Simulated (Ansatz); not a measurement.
# Zinc, beta-Sn type under r²SCAN: from relaxation to bulk modulus, part 2 of 2

Aim: take zinc in the beta-Sn type structure, relax it, solve it on a dense k-mesh, switch on spin-orbit coupling, then scale the cell to 7 volumes from 88 to 112 % of the relaxed one and try a fit of the equation of state. The k-meshes are 13×13×9 for the relaxation; 25×25×12 for the dense run; 15×15×8 for spin-orbit coupling; 17×17×8 for the volumes.

Ansatz 0.2.0; DFT, r2SCAN, plane waves (500 eV) with PAW, scalar-relativistic. The steps go on from the part before.

## 3. Single point on a dense mesh

File input.yaml:

```yaml
crystal:
  lattice:
    - [-1.9438794995, 1.6264480961, 1.3053193044]
    - [1.6264480961, -1.9438794995, 1.3053193044]
    - [3.2937101824, 3.2937101824, -1.8866955011]
  atoms:
    - { symbol: Zn, position: [0.9496996301, 0.0503003699, 1.0] }
    - { symbol: Zn, position: [0.8003003699, 0.1996996301, 0.5] }
hamiltonian:
  xc: r2scan
  pseudopotentials:
    kind: paw
    azcp:
      Zn: "pseudopotentials/Zn.paw.azcp"
basis:
  ecutwfc: 500
  fft_grid_basis: typed
kpoints:
  mp_grid: { grid: [25, 25, 12], shift: [0, 0, 0] }
magnetization:
  spin_polarized: false
scf:
  occupations: { method: fermi_dirac, width: 0.1 }
```

On the command line:

```sh
$ ansatz run input.yaml --threads 1 --pin off --max-ram 3584MiB --backend cpu --events-out ev --progress --plain --runs-dir out
```

The program printed, shortened:

```text
Warning: 4 symmetry operations that the atoms keep within the bar at which the run's group was sought (crystal.symmetry.tolerance 1.0e-5, or twice it) were not taken beside the 4 unitary ones that the detection took (of a slab, those that keep its plane). If the more symmetric cell is [...]
Pseudopotentials: kind: paw
Pseudopotential: Zn, paw, valence charge 12, recommended cutoff 500 eV (meta_gga), <dir>
Functional definition: r2SCAN
[...]
Crystal: 2 atoms, lattice volume = 28.562 Å³
[...]
Symmetry: 4 space group operations
Space group: C2/c (ITA 15), of the structure as read, at distance tolerance 3.1e-5 Å
k-points: 1963 of 7500
[...]
SCF iter   1: F=—  HF=-6651.329922 eV  |F-HF|=—  |Δ(HF+E_count)|=         —  Δρ=2.29e-2  dr2=7.41e-2  dr2_τ=2.47e-3  ethr=1.77e-3  ⟨swp⟩=5.0  Hψ=162443  notcnv=0
[...]
SCF iter   6: F=-6651.313265 eV  HF=-6651.313265 eV  |F-HF|=2.53e-9  |Δ(HF+E_count)|=   1.17e-6  Δρ=2.23e-5  dr2=6.91e-8  dr2_τ=5.41e-10  ethr=4.17e-10  ⟨swp⟩=3.6  Hψ=95717  notcnv=0
[...]
SCF converged after 6 iterations
Free energy (F): -6651.313265 eV
[...]
E sigma→0 (E₀):  -6651.306437 eV
Entropy (-TS):   -0.013655 eV (-6.828 meV/atom)
Fermi energy:    12.042074 eV
[...]
```

Wall time 2.1 min (1 thread of Intel Xeon Platinum 8259CL at 2.50GHz (Skylake/Cascade Lake), shared host); peak memory 1.4 GiB.

## 4. With spin-orbit coupling

input.yaml, as its differences from that of step 3:

```diff
@@ -11,3 +11,3 @@
   pseudopotentials:
-    kind: paw
+    kind: paw_fr
     azcp:
@@ -18,5 +18,6 @@
 kpoints:
-  mp_grid: { grid: [25, 25, 12], shift: [0, 0, 0] }
+  mp_grid: { grid: [15, 15, 8], shift: [0, 0, 0] }
 magnetization:
-  spin_polarized: false
+  noncollinear: true
+  spin_orbit: true
 scf:
```

On the command line:

```sh
$ ansatz run input.yaml --threads 1 --pin off --max-ram 3584MiB --backend cpu --events-out ev --progress --plain --runs-dir out
```

The program printed, shortened:

```text
Warning: 4 symmetry operations that the atoms keep within the bar at which the run's group was sought (crystal.symmetry.tolerance 1.0e-5, or twice it) were not taken beside the 4 unitary ones that the detection took (of a slab, those that keep its plane). If the more symmetric cell is [...]
Pseudopotentials: kind: paw_fr
Pseudopotential: Zn, paw_fr, valence charge 12, recommended cutoff 500 eV (meta_gga), <dir>
[... 1 set-up line as earlier in the session ...]
[...]
SCF converged after 7 iterations
Magnetization: |M| = 0.0000 μB,  M = (+0.0000, +0.0000, +0.0000) μB
Absolute magnetization: 0.0000 μB (∫|m|)
  site 0: m = (+0.0000, +0.0000, +0.0000) μB, |m| = 0.0000 μB  (R = 1.08 Å)
  site 1: m = (+0.0000, +0.0000, +0.0000) μB, |m| = 0.0000 μB  (R = 1.08 Å)
Free energy (F): -6646.849519 eV
[...]
E sigma→0 (E₀):  -6646.841687 eV
Entropy (-TS):   -0.015664 eV (-7.832 meV/atom)
Fermi energy:    12.063227 eV
[...]
```

Wall time 3 min (1 thread of Intel Xeon Platinum 8259CL at 2.50GHz (Skylake/Cascade Lake), shared host); peak memory 1.2 GiB.

With and without spin-orbit coupling:

```csv
,scalar-relativistic,with spin-orbit coupling
k-mesh,25×25×12,15×15×8
gap on the mesh,none (levels filled in part),none (levels filled in part)
```

The meshes differ, so small differences between the columns need not come from spin-orbit coupling.

## 5. At 88 % of the relaxed volume

File input.yaml:

```yaml
crystal:
  lattice:
    - [-1.8627885667, 1.5585991408, 1.250866567]
    - [1.5585991408, -1.8627885667, 1.250866567]
    - [3.1563096742, 3.1563096742, -1.8079900576]
  atoms:
    - { symbol: Zn, position: [0.9496996301, 0.0503003699, 1.0] }
    - { symbol: Zn, position: [0.8003003699, 0.1996996301, 0.5] }
hamiltonian:
  xc: r2scan
  pseudopotentials:
    kind: paw
    azcp:
      Zn: "pseudopotentials/Zn.paw.azcp"
basis:
  ecutwfc: 500
  fft_grid_basis: typed
kpoints:
  mp_grid: { grid: [17, 17, 8], shift: [0, 0, 0] }
magnetization:
  spin_polarized: false
scf:
  occupations: { method: fermi_dirac, width: 0.1 }
  lower_state_search: "off"
output:
  stress: true
```

On the command line:

```sh
$ ansatz run input.yaml --threads 1 --pin off --max-ram 3584MiB --backend cpu --events-out ev --progress --plain --runs-dir out
```

The program printed, shortened:

```text
Warning: 4 symmetry operations that the atoms keep within the bar at which the run's group was sought (crystal.symmetry.tolerance 1.0e-5, or twice it) were not taken beside the 4 unitary ones that the detection took (of a slab, those that keep its plane). If the more symmetric cell is [...]
[... 3 set-up lines as earlier in the session ...]
[...]
Crystal: 2 atoms, lattice volume = 25.134 Å³
[...]
SCF iter   7: F=-6651.164710 eV  HF=-6651.164710 eV  |F-HF|=6.33e-10  |Δ(HF+E_count)|=   8.17e-9  Δρ=4.69e-6  dr2=2.74e-9  dr2_τ=2.46e-11  ethr=4.17e-10  ⟨swp⟩=4.8  Hψ=39214  notcnv=0
[...]
SCF converged after 7 iterations
Free energy (F): -6651.164710 eV
[...]
E sigma→0 (E₀):  -6651.159839 eV
Entropy (-TS):   -0.009743 eV (-4.872 meV/atom)
Fermi energy:    14.269277 eV
[...]
--- Stress (GPa, compression-positive) ---
       14.173626       2.509292      -0.755655
        2.509292      14.173626      -0.755655
       -0.755655      -0.755655      19.764800
  P = ⅓ Tr σ = 16.0374 GPa (160.374 kbar)
```

Wall time 48 s (1 thread of Intel Xeon Platinum 8259CL at 2.50GHz (Skylake/Cascade Lake), shared host); peak memory 0.78 GiB.

## 6. At 92 % of the relaxed volume

input.yaml, as its differences from that of step 5:

```diff
@@ -2,5 +2,5 @@
   lattice:
-    - [-1.8627885667, 1.5585991408, 1.250866567]
-    - [1.5585991408, -1.8627885667, 1.250866567]
-    - [3.1563096742, 3.1563096742, -1.8079900576]
+    - [-1.8905954807, 1.5818652447, 1.2695389701]
+    - [1.5818652447, -1.8905954807, 1.2695389701]
+    - [3.2034257202, 3.2034257202, -1.8349789629]
   atoms:
```

On the command line:

```sh
$ ansatz run input.yaml --threads 1 --pin off --max-ram 3584MiB --backend cpu --events-out ev --progress --plain --runs-dir out
```

The program printed, shortened:

```text
Warning: 4 symmetry operations that the atoms keep within the bar at which the run's group was sought (crystal.symmetry.tolerance 1.0e-5, or twice it) were not taken beside the 4 unitary ones that the detection took (of a slab, those that keep its plane). If the more symmetric cell is [...]
[... 3 set-up lines as earlier in the session ...]
[...]
Crystal: 2 atoms, lattice volume = 26.277 Å³
[...]
SCF iter   7: F=-6651.254270 eV  HF=-6651.254270 eV  |F-HF|=6.49e-10  |Δ(HF+E_count)|=   1.06e-8  Δρ=4.58e-6  dr2=2.78e-9  dr2_τ=2.92e-11  ethr=4.17e-10  ⟨swp⟩=4.6  Hψ=37979  notcnv=0
[...]
SCF converged after 7 iterations
Free energy (F): -6651.254270 eV
[...]
E sigma→0 (E₀):  -6651.249073 eV
Entropy (-TS):   -0.010394 eV (-5.197 meV/atom)
Fermi energy:    13.447194 eV
[...]
--- Stress (GPa, compression-positive) ---
        7.989589       1.633652      -0.658043
        1.633652       7.989589      -0.658043
       -0.658043      -0.658043      12.072513
  P = ⅓ Tr σ = 9.3506 GPa (93.506 kbar)
```

It took 51 s on 1 thread of Intel Xeon Platinum 8259CL at 2.50GHz (Skylake/Cascade Lake), shared host; peak memory 0.81 GiB.

## 7. At 96 % of the relaxed volume

input.yaml, as its differences from that of step 6:

```diff
@@ -2,5 +2,5 @@
   lattice:
-    - [-1.8905954807, 1.5818652447, 1.2695389701]
-    - [1.5818652447, -1.8905954807, 1.2695389701]
-    - [3.2034257202, 3.2034257202, -1.8349789629]
+    - [-1.917607637, 1.6044663731, 1.2876776918]
+    - [1.6044663731, -1.917607637, 1.2876776918]
+    - [3.2491951284, 3.2491951284, -1.8611964902]
   atoms:
```

On the command line:

```sh
$ ansatz run input.yaml --threads 1 --pin off --max-ram 3584MiB --backend cpu --events-out ev --progress --plain --runs-dir out
```

The program printed, shortened:

```text
Warning: 4 symmetry operations that the atoms keep within the bar at which the run's group was sought (crystal.symmetry.tolerance 1.0e-5, or twice it) were not taken beside the 4 unitary ones that the detection took (of a slab, those that keep its plane). If the more symmetric cell is [...]
[... 3 set-up lines as earlier in the session ...]
[...]
Crystal: 2 atoms, lattice volume = 27.419 Å³
[...]
SCF iter   6: F=-6651.301466 eV  HF=-6651.301466 eV  |F-HF|=2.51e-8  |Δ(HF+E_count)|=   1.19e-6  Δρ=2.66e-5  dr2=9.18e-8  dr2_τ=6.18e-10  ethr=4.17e-10  ⟨swp⟩=5.2  Hψ=43054  notcnv=0
[...]
SCF converged after 6 iterations
Free energy (F): -6651.301466 eV
[...]
E sigma→0 (E₀):  -6651.295886 eV
Entropy (-TS):   -0.011160 eV (-5.580 meV/atom)
Fermi energy:    12.696819 eV
[...]
--- Stress (GPa, compression-positive) ---
        3.157560       0.961263      -0.558628
        0.961263       3.157560      -0.558628
       -0.558628      -0.558628       5.981446
  P = ⅓ Tr σ = 4.0989 GPa (40.989 kbar)
```

Wall time 44 s (1 thread of Intel Xeon Platinum 8259CL at 2.50GHz (Skylake/Cascade Lake), shared host); peak memory 0.83 GiB.

## 8. At 100 % of the relaxed volume

input.yaml, as its differences from that of step 7:

```diff
@@ -2,5 +2,5 @@
   lattice:
-    - [-1.917607637, 1.6044663731, 1.2876776918]
-    - [1.6044663731, -1.917607637, 1.2876776918]
-    - [3.2491951284, 3.2491951284, -1.8611964902]
+    - [-1.9438794995, 1.6264480961, 1.3053193044]
+    - [1.6264480961, -1.9438794995, 1.3053193044]
+    - [3.2937101824, 3.2937101824, -1.8866955011]
   atoms:
```

On the command line:

```sh
$ ansatz run input.yaml --threads 1 --pin off --max-ram 3584MiB --backend cpu --events-out ev --progress --plain --runs-dir out
```

The program printed, shortened:

```text
Warning: 4 symmetry operations that the atoms keep within the bar at which the run's group was sought (crystal.symmetry.tolerance 1.0e-5, or twice it) were not taken beside the 4 unitary ones that the detection took (of a slab, those that keep its plane). If the more symmetric cell is [...]
[... 3 set-up lines as earlier in the session ...]
[...]
Crystal: 2 atoms, lattice volume = 28.562 Å³
[...]
SCF iter   6: F=-6651.315401 eV  HF=-6651.315401 eV  |F-HF|=5.88e-10  |Δ(HF+E_count)|=   1.14e-6  Δρ=2.30e-5  dr2=7.29e-8  dr2_τ=5.73e-10  ethr=4.17e-10  ⟨swp⟩=5.3  Hψ=43423  notcnv=0
[...]
SCF converged after 6 iterations
Free energy (F): -6651.315401 eV
[...]
E sigma→0 (E₀):  -6651.309356 eV
Entropy (-TS):   -0.012089 eV (-6.044 meV/atom)
Fermi energy:    12.009362 eV
[...]
--- Stress (GPa, compression-positive) ---
       -0.613138       0.445367      -0.462725
        0.445367      -0.613138      -0.462725
       -0.462725      -0.462725       1.160640
  P = ⅓ Tr σ = -0.0219 GPa (-0.219 kbar)
```

It took 46 s on 1 thread of Intel Xeon Platinum 8259CL at 2.50GHz (Skylake/Cascade Lake), shared host; peak memory 0.83 GiB.

## 9. At 104 % of the relaxed volume

input.yaml, as its differences from that of step 8:

```diff
@@ -2,5 +2,5 @@
   lattice:
-    - [-1.9438794995, 1.6264480961, 1.3053193044]
-    - [1.6264480961, -1.9438794995, 1.3053193044]
-    - [3.2937101824, 3.2937101824, -1.8866955011]
+    - [-1.9694597948, 1.6478511833, 1.3224965283]
+    - [1.6478511833, -1.9694597948, 1.3224965283]
+    - [3.3370534447, 3.3370534447, -1.9115232891]
   atoms:
```

On the command line:

```sh
$ ansatz run input.yaml --threads 1 --pin off --max-ram 3584MiB --backend cpu --events-out ev --progress --plain --runs-dir out
```

The program printed, shortened:

```text
Warning: 4 symmetry operations that the atoms keep within the bar at which the run's group was sought (crystal.symmetry.tolerance 1.0e-5, or twice it) were not taken beside the 4 unitary ones that the detection took (of a slab, those that keep its plane). If the more symmetric cell is [...]
[... 3 set-up lines as earlier in the session ...]
[...]
Crystal: 2 atoms, lattice volume = 29.704 Å³
[...]
SCF iter   6: F=-6651.303285 eV  HF=-6651.303285 eV  |F-HF|=2.05e-8  |Δ(HF+E_count)|=   1.12e-6  Δρ=1.96e-5  dr2=5.93e-8  dr2_τ=5.58e-10  ethr=4.17e-10  ⟨swp⟩=5.2  Hψ=43244  notcnv=0
[...]
SCF converged after 6 iterations
Free energy (F): -6651.303285 eV
[...]
E sigma→0 (E₀):  -6651.296690 eV
Entropy (-TS):   -0.013190 eV (-6.595 meV/atom)
Fermi energy:    11.377166 eV
[...]
--- Stress (GPa, compression-positive) ---
       -3.545628       0.047757      -0.375055
        0.047757      -3.545628      -0.375055
       -0.375054      -0.375054      -2.636833
  P = ⅓ Tr σ = -3.2427 GPa (-32.427 kbar)
```

Wall time 54 s (1 thread of Intel Xeon Platinum 8259CL at 2.50GHz (Skylake/Cascade Lake), shared host); peak memory 0.85 GiB.

## 10. At 108 % of the relaxed volume

input.yaml, as its differences from that of step 9:

```diff
@@ -2,5 +2,5 @@
   lattice:
-    - [-1.9694597948, 1.6478511833, 1.3224965283]
-    - [1.6478511833, -1.9694597948, 1.3224965283]
-    - [3.3370534447, 3.3370534447, -1.9115232891]
+    - [-1.9943923124, 1.6687122737, 1.339238768]
+    - [1.6687122737, -1.9943923124, 1.339238768]
+    - [3.3792991123, 3.3792991123, -1.9357223554]
   atoms:
```

On the command line:

```sh
$ ansatz run input.yaml --threads 1 --pin off --max-ram 3584MiB --backend cpu --events-out ev --progress --plain --runs-dir out
```

The program printed, shortened:

```text
Warning: 4 symmetry operations that the atoms keep within the bar at which the run's group was sought (crystal.symmetry.tolerance 1.0e-5, or twice it) were not taken beside the 4 unitary ones that the detection took (of a slab, those that keep its plane). If the more symmetric cell is [...]
[... 3 set-up lines as earlier in the session ...]
[...]
Crystal: 2 atoms, lattice volume = 30.847 Å³
[...]
SCF iter   6: F=-6651.270860 eV  HF=-6651.270860 eV  |F-HF|=2.62e-8  |Δ(HF+E_count)|=   1.07e-6  Δρ=1.96e-5  dr2=6.41e-8  dr2_τ=6.01e-10  ethr=4.17e-10  ⟨swp⟩=5.4  Hψ=44268  notcnv=0
[...]
SCF converged after 6 iterations
Free energy (F): -6651.270860 eV
[...]
E sigma→0 (E₀):  -6651.263637 eV
Entropy (-TS):   -0.014446 eV (-7.223 meV/atom)
Fermi energy:    10.793500 eV
[...]
--- Stress (GPa, compression-positive) ---
       -5.814719      -0.260598      -0.298558
       -0.260598      -5.814719      -0.298558
       -0.298558      -0.298558      -5.601233
  P = ⅓ Tr σ = -5.7436 GPa (-57.436 kbar)
```

Wall time 45 s (1 thread of Intel Xeon Platinum 8259CL at 2.50GHz (Skylake/Cascade Lake), shared host); peak memory 0.86 GiB.

## 11. At 112 % of the relaxed volume

input.yaml, as its differences from that of step 10:

```diff
@@ -2,5 +2,5 @@
   lattice:
-    - [-1.9943923124, 1.6687122737, 1.339238768]
-    - [1.6687122737, -1.9943923124, 1.339238768]
-    - [3.3792991123, 3.3792991123, -1.9357223554]
+    - [-2.0187165671, 1.6890644292, 1.3555725579]
+    - [1.6890644292, -2.0187165671, 1.3555725579]
+    - [3.420514139, 3.420514139, -1.9593310523]
   atoms:
```

On the command line:

```sh
$ ansatz run input.yaml --threads 1 --pin off --max-ram 3584MiB --backend cpu --events-out ev --progress --plain --runs-dir out
```

The program printed, shortened:

```text
Warning: 4 symmetry operations that the atoms keep within the bar at which the run's group was sought (crystal.symmetry.tolerance 1.0e-5, or twice it) were not taken beside the 4 unitary ones that the detection took (of a slab, those that keep its plane). If the more symmetric cell is [...]
[... 3 set-up lines as earlier in the session ...]
[...]
Crystal: 2 atoms, lattice volume = 31.989 Å³
[...]
SCF iter   6: F=-6651.222741 eV  HF=-6651.222741 eV  |F-HF|=3.38e-8  |Δ(HF+E_count)|=   1.04e-6  Δρ=1.93e-5  dr2=6.76e-8  dr2_τ=6.54e-10  ethr=4.17e-10  ⟨swp⟩=5.6  Hψ=45522  notcnv=0
[...]
SCF converged after 6 iterations
Free energy (F): -6651.222741 eV
[...]
E sigma→0 (E₀):  -6651.214839 eV
Entropy (-TS):   -0.015804 eV (-7.902 meV/atom)
Fermi energy:    10.252520 eV
[...]
--- Stress (GPa, compression-positive) ---
       -7.555890      -0.499827      -0.233957
       -0.499827      -7.555890      -0.233957
       -0.233957      -0.233957      -7.885416
  P = ⅓ Tr σ = -7.6657 GPa (-76.657 kbar)
```

Wall time 59 s (1 thread of Intel Xeon Platinum 8259CL at 2.50GHz (Skylake/Cascade Lake), shared host); peak memory 0.86 GiB.

## 12. Fitting the volumes

All volumes keep the relaxed shape and fractional coordinates.

```csv
V (Å³/atom),E − E₀ (meV/atom),P from the stress (GPa),P from the fit (GPa)
12.567,74.7,16.04,16.04
13.138,30.1,9.35,9.29
13.710,6.7,4.10,4.03
14.281,0.0,-0.02,-0.09
14.852,6.3,-3.24,-3.31
15.423,22.8,-5.74,-5.83
15.995,47.2,-7.67,-7.80
```

Fit (Birch-Murnaghan, third order): V₀ = 14.267 Å³/atom, B₀ = 91 GPa, B₀′ = 5.1, largest residual 0.03 meV/atom.

Fit and stress differ a little: one follows E(σ → 0), the other the smeared free energy.

## 13. What came out

The summary covers parts 1 to 2.

| quantity | value |
| --- | --- |
| space group (spins left aside) | Cmcm (No. 63) |
| conventional cell | a = 2.649 Å, b = 5.049 Å, c = 4.271 Å |
| volume | 14.281 Å³/atom |
| shortest distance | 2.624 Å |
| gap on the mesh | none (levels filled in part) |
| relative to hcp | +16 meV/atom |
| V₀, B₀, B₀′ | 14.267 Å³/atom, 91 GPa, 5.1 |

In words: The relaxation shrank the cell by 10.6 % in volume. The cell has left its prototype: it ends as Cmcm. What follows belongs to that structure, not to the type named at the start. The mesh has less symmetry than the lattice, which may have let the distortion in. It lies 16 meV/atom above the element's reference form at the same level (hcp, from a run of its own). No gap shows: it is a metal or semimetal at this level. Totals with and without spin-orbit coupling (+2.2 eV/atom apart) can't be read as binding, since the two-component data shift the zero of energy. The fitted modulus is 91 GPa; letting shape and positions relax at each volume could only lower it.
